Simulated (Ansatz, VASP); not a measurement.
**NbH5: VASP beside Ansatz**

```
CELL_PARAMETERS angstrom
0.00000 2.48775 2.48775
2.48775 0.00000 2.48775
2.48775 2.48775 0.00000
ATOMIC_POSITIONS crystal
Nb 0.00000 0.00000 0.00000
H 0.75000 0.75000 0.75000
H 0.37360 0.37360 0.87920
H 0.37360 0.87920 0.37360
H 0.37360 0.37360 0.37360
H 0.87920 0.37360 0.37360
```

Change from the starting cell: species swapped into the TmCu5 type (F-43m, No. 216).

Alike in both runs: functional PBE; k mesh 14 × 14 × 14; occupations gaussian, width 0.1 eV; no spin polarisation.

Ansatz relaxed the structure, and its values are those at the end. VASP's run is a single point on that final structure, the one shown.

|  | VASP | Ansatz |
| --- | --- | --- |
| version | VASP 6.6.1 | Ansatz 0.2.0 |
| potentials or method | VASP PAW PBE potentials, release 64 (Nb_sv, H) | scalar-relativistic, plane waves, PAW |
| plane-wave cutoff (eV) | 520 | 420 |
| valence electrons in the cell | 18 | 18 |

```tsv
	VASP	Ansatz	Ansatz less VASP
gap on the k mesh at the Fermi level (eV)	none	none	-
pressure (GPa)	-0.5	0.0	+0.53
```

A gap of «none» marks a metal or a gap that the smearing closes. The functional is the same, so the differences come from potentials, cutoffs and numerics.
